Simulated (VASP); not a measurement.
# C (P6_3/mmc) in VASP: further runs

Runs on C. Level: LDA. Tasks: relaxation of cell and atoms.

Program: VASP 6.6.1. These are calculated values, not measurements. Logs are shortened: lines on timing, memory, paths and dates and some standing lists are left out, and cuts for length are marked.

**1. The crystal as given**

It takes space group P6_3/mmc (No. 194, hexagonal). Conventional cell: a = 2.467 Å, b = 2.467 Å, c = 7.803 Å, α = 90.00°, β = 90.00°, γ = 120.00°. C (site symmetry -6m2) has 3 C at 1.42 Å as nearest neighbours. C (site symmetry -6m2) has 3 C at 1.42 Å as nearest neighbours.

**2. Relaxation of cell and atoms, LDA**

INCAR

```
SYSTEM = C
PREC     = Accurate       ! precision mode
ENCUT    = 520            ! plane-wave cutoff, eV
EDIFF    = 1E-7           ! SCF threshold, eV
ISMEAR   = 0              ! smearing method
SIGMA    = 0.02           ! smearing width, eV
LREAL    = .False.        ! projectors in reciprocal space
LASPH    = .True.         ! aspherical terms in the spheres
NELM     = 80             ! most SCF steps
ALGO     = Fast           ! electronic algorithm
ISIF     = 3              ! what is computed and relaxed
LWAVE    = .False.        ! write WAVECAR
LCHARG   = .False.        ! write CHGCAR
GGA      = CA             ! functional
IBRION   = 2              ! ionic algorithm
NSW      = 80             ! ionic steps
EDIFFG   = -0.002         ! ionic threshold
```

KPOINTS

```
Automatic mesh
0
Gamma
  15 15 4
  0 0 0
```

POSCAR

```
C
1.0
    2.4672912600      0.0000000000      0.0000000000
   -1.2336456300      2.1367369100      0.0000000000
    0.0000000000      0.0000000000      7.8030730000
C
4
Direct
    0.0000000000      0.0000000000      0.2500000000
    0.0000000000      0.0000000000      0.7500000000
    0.3333333300      0.6666666700      0.2500000000
    0.6666666700      0.3333333300      0.7500000000
```

Potentials or basis: VASP PAW LDA potentials, release 64 (C).

Started as:

```sh
> cat potpaw_LDA.64/C/POTCAR > POTCAR
> mpirun -np 1 vasp_std > vasp.out
```

OUTCAR:

```text
SYSTEM = C
   PREC = Accurate
   ENCUT = 520
   EDIFF = 1E-7
   ISMEAR = 0
   LREAL = .False.
   LASPH = .True.
   NELM = 80
   ISIF = 3
   GGA = CA
   IBRION = 2
   NSW = 80
   EDIFFG = -0.002

 ion  position               nearest neighbor table
   1  0.000  0.000  0.250-   3 1.42   3 1.42   3 1.42
   2  0.000  0.000  0.750-   4 1.42   4 1.42   4 1.42
   3  0.333  0.667  0.250-   1 1.42   1 1.42   1 1.42
   4  0.667  0.333  0.750-   2 1.42   2 1.42   2 1.42

  LATTYP: Found a hexagonal cell.
 ALAT       =     2.4672912600
 C/A-ratio  =     3.1626071581

  Lattice vectors:

 A1 = (   2.4672912600,   0.0000000000,   0.0000000000)
 A2 = (  -1.2336456300,   2.1367369100,   0.0000000000)
 A3 = (   0.0000000000,   0.0000000000,   7.8030730000)

Analysis of symmetry for initial positions (statically):
=====================================================================
 Subroutine PRICEL returns:
 Original cell was already a primitive cell.

 Routine SETGRP: Setting up the symmetry group for a
 hexagonal supercell.

 Subroutine GETGRP returns: Found 24 space group operations
 (whereof 12 operations were pure point group operations)
 out of a pool of 24 trial point group operations.

The static configuration has the point symmetry D_3d.
 The point group associated with its full space group is D_6h.

Analysis of symmetry for dynamics (positions and initial velocities):
=====================================================================
 Subroutine PRICEL returns:
 Original cell was already a primitive cell.

 Routine SETGRP: Setting up the symmetry group for a
 hexagonal supercell.

 Subroutine GETGRP returns: Found 24 space group operations
 (whereof 12 operations were pure point group operations)
 out of a pool of 24 trial point group operations.

The dynamic configuration has the point symmetry D_3d.
 The point group associated with its full space group is D_6h.

 Subroutine INISYM returns: Found 24 space group operations
 (whereof 12 operations are pure point group operations),
 and found     1 'primitive' translations

----------------------------------------------------------------------------------------

                                     Primitive cell

  volume of cell :      41.1374

  direct lattice vectors                    reciprocal lattice vectors
     2.467291260  0.000000000  0.000000000     0.405302777  0.234001668  0.000000000
    -1.233645630  2.136736910  0.000000000     0.000000000  0.468003335  0.000000000
     0.000000000  0.000000000  7.803073000     0.000000000  0.000000000  0.128154639

  length of vectors
     2.467291260  2.467291260  7.803073000     0.468003335  0.468003335  0.128154639

  position of ions in fractional coordinates (direct lattice)
     0.000000000  0.000000000  0.250000000
     0.000000000  0.000000000  0.750000000
     0.333333330  0.666666670  0.250000000
     0.666666670  0.333333330  0.750000000

  ion indices of the primitive-cell ions
   primitive index   ion index
                 1           1
                 2           2
                 3           3
                 4           4

----------------------------------------------------------------------------------------

 KPOINTS: Automatic mesh

Automatic generation of k-mesh.
 Grid dimensions read from file:
 generate k-points for:   15   15    4

 Generating k-lattice:

  Cartesian coordinates                     Fractional coordinates (reciprocal lattice)
     0.027020185  0.015600111  0.000000000     0.066666667  0.000000000  0.000000000
     0.000000000  0.031200222  0.000000000     0.000000000  0.066666667  0.000000000
     0.000000000  0.000000000  0.032038660     0.000000000  0.000000000  0.250000000

  Length of vectors
     0.031200222  0.031200222  0.032038660

  Shift w.r.t. Gamma in fractional coordinates (k-lattice)
     0.000000000  0.000000000  0.000000000

 Subroutine IBZKPT returns following result:
 ===========================================

 Found     81 irreducible k-points:

 Following reciprocal coordinates:
            Coordinates               Weight
  0.000000  0.000000  0.000000      1.000000
  0.066667  0.000000  0.000000      6.000000
  0.133333  0.000000  0.000000      6.000000
  0.200000  0.000000  0.000000      6.000000
  0.266667  0.000000  0.000000      6.000000
  0.333333  0.000000  0.000000      6.000000
[... 16 lines left out ...]
  0.333333  0.200000  0.000000     12.000000
  0.400000  0.200000  0.000000      6.000000
 [... further k-points ...]
   k-points           NKPTS =     81   k-points in BZ     NKDIM =     81   number of bands    NBANDS=     12
   number of dos      NEDOS =    301   number of ions     NIONS =      4
   total plane-waves  NPLWV =  19440
   dimension x,y,z NGX =    18 NGY =   18 NGZ =   60
   dimension x,y,z NGXF=    36 NGYF=   36 NGZF=  120
   ions per type =               4
   NGX,Y,Z   is equivalent  to a cutoff of  12.13, 12.13, 12.78 a.u.
   NGXF,Y,Z  is equivalent  to a cutoff of  24.26, 24.26, 25.57 a.u.
 SYSTEM =  C
   PREC   = accura    normal or accurate (medium, high low for compatibility)
   ISTART =      0    job   : 0-new  1-cont  2-samecut
   ICHARG =      2    charge: 1-file 2-atom 10-const
   ISPIN  =      1    spin polarized calculation?
   LNONCOLLINEAR =      F non collinear calculations
   LSORBIT =      F    spin-orbit coupling
   LASPH  =      T    aspherical Exc in radial PAW
   ENCUT  =  520.0 eV  38.22 Ry    6.18 a.u.   4.59  4.59 14.51*2*pi/ulx,y,z
   NELM   =     80;   NELMIN=  2; NELMDL= -5     # of ELM steps
   EDIFF  = 0.1E-06   stopping-criterion for ELM
   LREAL  =      F    real-space projection
   EDIFFG = -.2E-02   stopping-criterion for IOM
   NSW    =     80    number of steps for IOM
   IBRION =      2    ionic relax: 0-MD 1-quasi-New 2-CG
   NFREE  =      1    steps in history (QN), initial steepest desc. (CG)
   ISIF   =      3    stress and relaxation
   ISYM   =      2    0-nonsym 1-usesym 2-fastsym
   POTIM  = 0.5000    time-step for ionic-motion
   TEBEG  =    0.0;   TEEND  =   0.0 temperature during run
   PSTRESS=    0.0 pullay stress
   NELECT =      16.0000    total number of electrons
   NUPDOWN=      -1.0000    fix difference up-down
   EMIN   =  10.00;   EMAX   =-10.00  energy-range for DOS
   EFERMI =   0.00;   METHOD = LEGACY
   ISMEAR =     0;   SIGMA  =   0.02  broadening in eV -4-tet -1-fermi 0-gaus
   EFERMI_NEDOS =   21; number of points for ismear=-14 and -15
   IALGO  =     68    algorithm
   IMIX   =      4    mixing-type and parameters
     AMIX     =   0.40;   BMIX     =  1.00
     AMIX_MAG =   1.60;   BMIX_MAG =  1.00
  volume/ion in A,a.u.               =      10.28        69.40
  Fermi-wavevector in a.u.,A,eV,Ry     =   1.195003  2.258229 19.429568  1.428033
  Thomas-Fermi vector in A             =   2.330979
   LORBIT       =      0    0 simple, 1 ext, 2 COOP (PROOUT), +10 PAW based schemes
   GGA     = CA    functional components
   LHFCALC =     F    Hartree Fock is set to
   AEXX    =    0.0000 exact exchange contribution
   IVDW    =     0    specifies the selected vdW correction
   LEPSILON=     F    determine dielectric tensor
   LRPA    =     F    only Hartree local field effects (RPA)
 conjugate gradient relaxation of ions
 non-spin polarized calculation
 RMM-DIIS sequential band-by-band and
 Gauss-broadening in eV      SIGMA  =   0.02
  energy-cutoff  :      520.00
  volume of cell :       41.14
 maximum number of plane-waves:      1128
   NGX =  9   NGY =  9   NGZ = 29

--------------------------------------- Ionic step        1  -------------------------------------------

 number of electron      15.9999992 magnetization

 Free energy of the ion-electron system (eV)
  ---------------------------------------------------
  ext. energy  EPLUGINS =         0.00000000
  ---------------------------------------------------
  free energy    TOTEN  =       -40.38532870 eV

  energy without entropy =      -40.38508014  energy(sigma->0) =      -40.38520442

 E-fermi :   3.2833     XC(G=0):  -9.7628

 val. band max:        3.2819757467   @ k =   0.3333   0.3333   0.5000
 cond. band min:       3.2836113247   @ k =   0.3333   0.3333   0.2500
 fundamental gap:      0.0016355780
 Fermi energy:         3.2832889060

 k-point     1 :       0.0000    0.0000    0.0000
  band No.  band energies     occupation
      1     -16.0375      2.00000
      2     -15.9461      2.00000
      3      -4.7813      2.00000
      4      -3.8738      2.00000
      5       0.2517      2.00000
      6       0.2517      2.00000
      7       0.2551      2.00000
      8       0.2551      2.00000
      9       6.2465      0.00000
     10      11.5302      0.00000
     11      11.5353      0.00000
     12      11.5442      0.00000
[... 810 lines left out ...]
 k-point    24 :       0.4000    0.2000    0.0000
  band No.  band energies     occupation
      1      -9.9599      2.00000
      2      -9.9265      2.00000
      3      -9.1395      2.00000
      4      -9.1161      2.00000
      5      -5.3521      2.00000
      6      -5.3211      2.00000
      7       1.8609      2.00000
      8       2.1702      2.00000
      9       4.8076      0.00000
     10       4.9460      0.00000
     11      14.4248      0.00000
     12      14.6921      0.00000

 [... further k-points ...]

[... ionic steps 4 to 11 ...]

--------------------------------------- Ionic step       12  -------------------------------------------

 number of electron      15.9999996 magnetization

------------------------ aborting loop because EDIFF is reached ----------------------------------------

  FORCE on cell =-STRESS in cart. coord.  units (eV):
  Direction    XX          YY          ZZ          XY          YZ          ZX
  --------------------------------------------------------------------------------------
  -------------------------------------------------------------------------------------
  Total        0.0434528      0.0434528      0.0030809      0.0000000      0.0000000      0.0000000
  in kB        2.0448297      2.0448297      0.1449823      0.0000000      0.0000000      0.0000000
  external PRESSURE =       1.4115472 kB  Pullay stress =       0.0000000 kB
[... 61 lines left out ...]
  energy  without entropy=      -40.4506040722  energy(sigma->0) =      -40.45069134

--------------------------------------- Ionic step       14  -------------------------------------------

 number of electron      15.9999996 magnetization

 Free energy of the ion-electron system (eV)
  ---------------------------------------------------
  ext. energy  EPLUGINS =         0.00000000
  ---------------------------------------------------
  free energy    TOTEN  =       -40.45484337 eV

  energy without entropy =      -40.45466772  energy(sigma->0) =      -40.45475554

 E-fermi :   4.8629     XC(G=0): -10.9372

 val. band max:        4.8610736904   @ k =   0.3333   0.3333   0.5000
 cond. band min:       4.8635094795   @ k =   0.3333   0.3333   0.2500
 fundamental gap:      0.0024357891
 Fermi energy:         4.8628505349

 k-point     1 :       0.0000    0.0000    0.0000
  band No.  band energies     occupation
      1     -14.7536      2.00000
      2     -14.3807      2.00000
      3      -3.9492      2.00000
      4      -1.6795      2.00000
      5       1.8854      2.00000
      6       1.8854      2.00000
      7       1.9079      2.00000
      8       1.9079      2.00000
      9       8.8779      0.00000
     10      13.3043      0.00000
     11      13.3059      0.00000
     12      13.3744      0.00000
[... 376 lines left out ...]
  FREE ENERGIE OF THE ION-ELECTRON SYSTEM (eV)
  ---------------------------------------------------
  free  energy   TOTEN  =       -40.4548433687 eV

  energy  without entropy=      -40.4546677158  energy(sigma->0) =      -40.45475554

 reached required accuracy - stopping structural energy minimisation
```

It took 3.5 min on 1 thread of Intel Xeon Platinum 8488C (Sapphire Rapids), shared host; peak memory 0.15 GiB.

What came out:

```
Free energy                            : -40.4548 eV
Relaxed volume                         : 8.51 Å³/atom
Relaxed cell                           : a = 2.447 Å, b = 2.447 Å, c = 6.569 Å, α = 90.00°, β = 90.00°, γ = 120.00°
Space group after relaxing (to 0.05 Å) : P6_3/mmc (No. 194)
Energy gained by relaxing              : 17.4 meV/atom
Ionic steps                            : 14
Pressure after relaxing                : 0.0 GPa
Band gap on the k mesh                 : none (metal or under the smearing width)
```

Step by step:
```csv
step,energy change (eV),largest force (eV/Å),pressure (GPa),volume (Å³)
1,0.0000,0.0000,-6.17,41.14
2,0.0820,0.0000,14.51,38.82
3,-0.0182,0.0000,-0.53,40.43
4,-0.0182,0.0000,-0.42,40.42
5,-0.0197,0.0000,-0.42,40.26
6,-0.0241,0.0000,-0.42,39.79
7,-0.0334,0.0000,-0.41,38.84
8,-0.0524,0.0000,-0.35,36.94
9,-0.0664,0.0000,0.50,33.15
10,-0.0685,0.0000,-0.03,34.68
11,-0.0695,0.0000,0.11,34.17
12,-0.0695,0.0000,0.14,34.05
13,-0.0654,0.0000,-3.27,34.31
14,-0.0695,0.0000,0.02,34.06
```

Final structure:
```
C
1.0
     2.44675    0.00000    0.00000
    -1.22338    2.11895    0.00000
     0.00000    0.00000    6.56889
C
4
Direct
  0.00000 0.00000 0.25000
  0.00000 0.00000 0.75000
  0.33333 0.66667 0.25000
  0.66667 0.33333 0.75000
```

Caveat: the volume moved by over 15 % at a fixed basis, so the end points are rough.

**3. Relaxation of cell and atoms, LDA**

This run uses another cell than the first one, of 8.51 Å³/atom, 0.828 times its volume.

INCAR is that of step 2.

KPOINTS is that of step 2.

POSCAR

```
C                                       
1.0
    2.4467518524     -0.0000000000      0.0000000000
   -1.2233759262      2.1189492612     -0.0000000000
    0.0000000000      0.0000000000      6.5688860947
  C             
     4
Direct
     0.0000000000000000    0.0000000000000000    0.2500000000000000
     0.0000000000000000    0.0000000000000000    0.7500000000000000
     0.3333333300000021    0.6666666699999979    0.2500000000000000
     0.6666666699999979    0.3333333300000021    0.7500000000000000
```

Potentials or basis: VASP PAW LDA potentials, release 64 (C).

Started as:

```sh
> cat potpaw_LDA.64/C/POTCAR > POTCAR
> mpirun -np 1 vasp_std > vasp.out
```

Run time: 1.7 min. Hardware: 1 thread of Intel Xeon Platinum 8488C (Sapphire Rapids), shared host; peak memory 0.14 GiB.

It converged, with:

```yaml
Free_energy: -40.4442 eV
Relaxed_volume: 8.59 Å³/atom
Relaxed_cell: a = 2.447 Å, b = 2.447 Å, c = 6.622 Å, α = 90.00°, β = 90.00°, γ = 120.00°
Space_group_after_relaxing_to_0.05_Å: P6_3/mmc (No. 194)
Energy_gained_by_relaxing: 0.1 meV/atom
Ionic_steps: 11
Pressure_after_relaxing: 0.0 GPa
Band_gap_on_the_k_mesh: none (metal or under the smearing width)
```

The path:
| step | energy change (eV) | largest force (eV/Å) | pressure (GPa) | volume (Å³) |
| --- | --- | --- | --- | --- |
| 1 | 0.0000 | 0.0000 | 0.29 | 34.06 |
| 2 | 0.0000 | 0.0000 | -0.39 | 34.13 |
| 3 | 0.0000 | 0.0000 | 0.01 | 34.09 |
| 4 | -0.0001 | 0.0000 | 0.02 | 34.11 |
| 5 | -0.0001 | 0.0000 | 0.04 | 34.18 |
| 6 | -0.0002 | 0.0000 | 0.09 | 34.33 |
| 7 | -0.0002 | 0.0000 | 0.09 | 34.36 |
| 8 | -0.0002 | 0.0000 | 0.08 | 34.34 |
| 9 | -0.0002 | 0.0000 | 0.08 | 34.34 |
| 10 | -0.0001 | 0.0000 | -0.62 | 34.45 |
| 11 | -0.0002 | 0.0000 | 0.00 | 34.35 |

Final structure:
```cif
data_structure
_symmetry_space_group_name_H-M 'P 1'
_symmetry_Int_Tables_number 1
_cell_length_a 2.4473
_cell_length_b 2.4473
_cell_length_c 6.6217
_cell_angle_alpha 90.000
_cell_angle_beta 90.000
_cell_angle_gamma 120.000
_cell_volume 34.35
loop_
_atom_site_label
_atom_site_type_symbol
_atom_site_fract_x
_atom_site_fract_y
_atom_site_fract_z
_atom_site_occupancy
C1 C 0.00000 0.00000 0.25000 1
C2 C 0.00000 0.00000 0.75000 1
C3 C 0.33333 0.66667 0.25000 1
C4 C 0.66667 0.33333 0.75000 1
```

Levels at points of the mesh, in eV from the Fermi level:
```
           k point  band 4  band 5  band 6  band 7  band 8  band 9  band 10  band 11  band 12
(0.00, 0.00, 0.00)   -6.59   -2.98   -2.98   -2.96   -2.96    3.94     8.43     8.44     8.49
(0.00, 0.00, 0.50)   -7.79   -2.97   -2.97   -2.97   -2.97    6.71     6.71     8.46     8.46
```
